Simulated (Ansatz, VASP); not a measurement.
# One calculation of Mo3S, two programs

Contents of INCAR:

```
ALGO = Fast
EDIFF = 1E-6
ENCUT = 520
GGA = PE
ISIF = 2
ISMEAR = 0
ISPIN = 2
LASPH = T
LCHARG = T
LELF = T
LMAXMIX = 4
LORBIT = 11
LREAL = F
LVHAR = T
LWAVE = F
MAGMOM = 1 1 1 0
NBANDS = 36
NELM = 150
PREC = Accurate
SIGMA = 0.1
```

The input KPOINTS:

```
k-points
0
Gamma
  4 4 4
```

File POSCAR:

```
Mo3S
1.0
    3.9947135394      0.0000000000      0.0000000000
    0.0000000000      3.9947135394      0.0000000000
    0.0000000000      0.0000000000      3.9947135394
Mo S
3 1
Direct
    0.0000000000      0.5000000000      0.5000000000
    0.5000000000      0.0000000000      0.5000000000
    0.5000000000      0.5000000000      0.0000000000
    0.0000000000      0.0000000000      0.0000000000
```

Input for Ansatz:

```yaml
crystal:
  lattice:
    - [3.9947135394, 0.0, 0.0]
    - [0.0, 3.9947135394, 0.0]
    - [0.0, 0.0, 3.9947135394]
  atoms:
    - { symbol: Mo, position: [0.0, 0.5, 0.5], spin: 1.0 }
    - { symbol: Mo, position: [0.5, 0.0, 0.5], spin: 1.0 }
    - { symbol: Mo, position: [0.5, 0.5, 0.0], spin: 1.0 }
    - { symbol: S, position: [0.0, 0.0, 0.0] }
basis:
  ecutwfc: 420
kpoints:
  mp_grid: { grid: [4, 4, 4] }
hamiltonian:
  xc: pbe
scf:
  occupations: { method: gaussian, width: 0.1 }
  lower_state_search: "off"
output:
  forces: true
  stress: true
  eigenvalues: true
  populations: true
magnetization:
  spin_polarized: true
```

Alike in both runs: task single point; functional PBE; k mesh 4 × 4 × 4; occupations gaussian, width 0.1 eV; collinear spin.

|  | VASP | Ansatz |
| --- | --- | --- |
| version | VASP 6.6.1 | Ansatz 0.2.0 |
| potentials or method | VASP PAW PBE potentials, release 64 (Mo_sv, S) | scalar-relativistic, plane waves, PAW |
| plane-wave cutoff (eV) | 520 | 420 |
| valence electrons in the cell | 48 | 48 |

```csv
,VASP,Ansatz,Ansatz less VASP
gap on the k mesh at the Fermi level (eV),none,none,-
pressure (GPa),-10.2,-10.5,-0.32
net moment per atom (μB),0.00,0.00,0.000
```

A gap of «none» marks a metal or a gap that the smearing closes. Ansatz warned: «seeded_moment_not_kept».

Caveats: the k mesh is coarse (spacing up to 0.39 Å⁻¹), so the values aren't converged.
